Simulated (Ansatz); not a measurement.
Runs of Ansatz 0.2.0 on PbS. It takes space group Cmcm (No. 63, orthorhombic). Conventional cell: a = 4.160 Å, b = 11.983 Å, c = 4.279 Å, α = 90.00°, β = 90.00°, γ = 90.00°. Pb (site symmetry m2m) has 5 S at 2.69 to 2.99 Å as nearest neighbours. S (site symmetry m2m) is surrounded by 5 Pb at 2.69 to 2.99 Å. Measurements of this composition are mostly on another form, of space group No. 225.

```tsv
task	level	potentials or basis	spin	cell	cutoff (eV)	points for each segment of the path	gap on the mesh (eV)	pressure (GPa)	largest force (eV/Å)
band structure	PBEsol	Ansatz PAW	off	as given	420	14	1.16	-1.9	0.03
band structure	PBE	Ansatz PAW earlier set	off	as given	700	14	1.26	1.1	(b)
band structure	PBE	PseudoDojo standard (PBE files)	off	as given	850	14	1.24	(a)	0.12
relaxation of cell and atoms	m-r2SCAN	Ansatz PAW	off	relaxed	500	-	1.52	0.0	-
single point	PBE	Ansatz PAW	off	as given	600	-	1.25	1.1	(c)
```

Alike in all rows: k mesh 7 × 7 × 6; smearing fermi-dirac 0.05 eV.

Estimate the missing entries.

(a) 1.0; (b) 0.11; (c) 0.10.

Caveats: spin-orbit coupling is left out, which as a rule narrows the gap of such compounds by several tenths of an eV; the k mesh misses the band edges, so the gap on the mesh is wider than the one along the path (some runs); the PAW data sets come from PBE, with cores solved anew for the run's functional, which leaves a small shift of forces and pressure (some runs); odd divisions of the mesh miss points on the zone boundary, where band edges often lie, so the gap on the mesh can be too wide (some runs); the plane-wave basis is chosen anew once the cell has moved, so the energies of steps on either side of that aren't comparable (some runs).

A k mesh can miss the band edges, and the runs leave out spin-orbit coupling on Pb.

The runs don't all hold the same shells in valence.
